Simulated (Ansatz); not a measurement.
A (111) slab of ZrN (Fm-3m (No. 225)), 9 planes, outer planes Zr (top) and Zr (bottom), with 9 atoms (Zr5N4) in a surface cell of A = 8.973 Å², as cut from the bulk:

```yaml
crystal:
  lattice:
    - [3.21888, 0.00000, 0.00000]
    - [-1.60944, 2.78763, 0.00000]
    - [0.00000, 0.00000, 25.51282]
  atoms:
    - { symbol: Zr, position: [0.66667, 0.33333, 0.29397] }
    - { symbol: N, position: [0.00000, 0.00000, 0.34548] }
    - { symbol: Zr, position: [0.33333, 0.66667, 0.39698] }
    - { symbol: N, position: [0.66667, 0.33333, 0.44849] }
    - { symbol: Zr, position: [0.00000, 0.00000, 0.50000] }
    - { symbol: N, position: [0.33333, 0.66667, 0.55151] }
    - { symbol: Zr, position: [0.66667, 0.33333, 0.60302] }
    - { symbol: N, position: [0.00000, 0.00000, 0.65452] }
    - { symbol: Zr, position: [0.33333, 0.66667, 0.70603] }
```

Method: DFT PBEsol, scalar-relativistic, plane waves, PAW in Ansatz 0.2.0. Cutoff 420 eV; k points 12×12×1 on the computed 9-atom cell (Γ-centred); Gaussian smearing, width 0.10 eV; no spin polarisation. The cell repeats along c with a dipole correction in the vacuum.

The relaxed slab holds 4 formula units of ZrN and 1 further Zr. Against those formula units in the bulk and the further Zr in its standard state it lies 2.215 eV higher. The formation energy of ZrN from the standard states is -3.868 eV a formula unit (uncorrected, no zero-point or thermal terms).

(1) Over what range can the chemical potential of Zr vary, and what is the surface energy at both ends?

(2) How does its energy depend on growth conditions?

Spin polarisation was left out, and a magnetic state may lie lower.

Answers

(1) In contact with the bulk, μ(Zr) + μ(N) is fixed. With Δμ counted from the standard states, Δμ(Zr) ≤ 0 keeps elemental Zr from forming, and Δμ(N) ≤ 0 requires Δμ(Zr) ≥ ΔH = -3.868 eV. Other compounds of Zr and N can narrow this range. Then γ, the mean of both faces, = [2.215 eV − 1.00·Δμ(Zr)]/(2A). At the Zr-rich end (Δμ = 0): 2.215/(2 × 8.973) × 16.02 = 1.98 J/m². At the Zr-poor end: (2.215 + 3.868)/(2 × 8.973) × 16.02 = 5.43 J/m².

(2) It carries an excess of Zr, so its energy falls by 0.89 J/m² for each eV that μ(Zr) rises: Zr-rich conditions lower it; whether it appears depends on the other terminations.